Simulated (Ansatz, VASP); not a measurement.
Os: VASP beside Ansatz

```
CELL_PARAMETERS angstrom
2.73410 0.00000 0.00000
-1.36705 2.36780 0.00000
0.00000 0.00000 4.31970
ATOMIC_POSITIONS crystal
Os 0.33333 0.66667 0.25000
Os 0.66667 0.33333 0.75000
```

Alike in both runs: task single point; functional PBEsol; k mesh 24 × 24 × 12; occupations gaussian, width 0.15 eV; no spin polarisation.

|  | VASP | Ansatz |
| --- | --- | --- |
| version | VASP 6.6.1 | Ansatz 0.2.0 |
| potentials or method | VASP PAW PBE potentials, release 64 (Os) | scalar-relativistic, plane waves, PAW |
| plane-wave cutoff (eV) | 520 | 420 |
| valence electrons in the cell | 16 | 32 |

|  | VASP | Ansatz | Ansatz less VASP |
| --- | --- | --- | --- |
| gap on the k mesh at the Fermi level (eV) | none | none | - |
| pressure (GPa) | -2.4 | -2.8 | -0.34 |
| largest component of the traceless stress (GPa) | 0.50 | 0.45 | -0.041 |

A gap of «none» marks a metal or a gap that the smearing closes. The two sets of potentials don't hold the same shells in valence.

Caveats: the PAW data sets were made with another functional, which shifts forces and pressure a little (VASP). The runs have no spin-orbit coupling, so splittings on Os are missing.
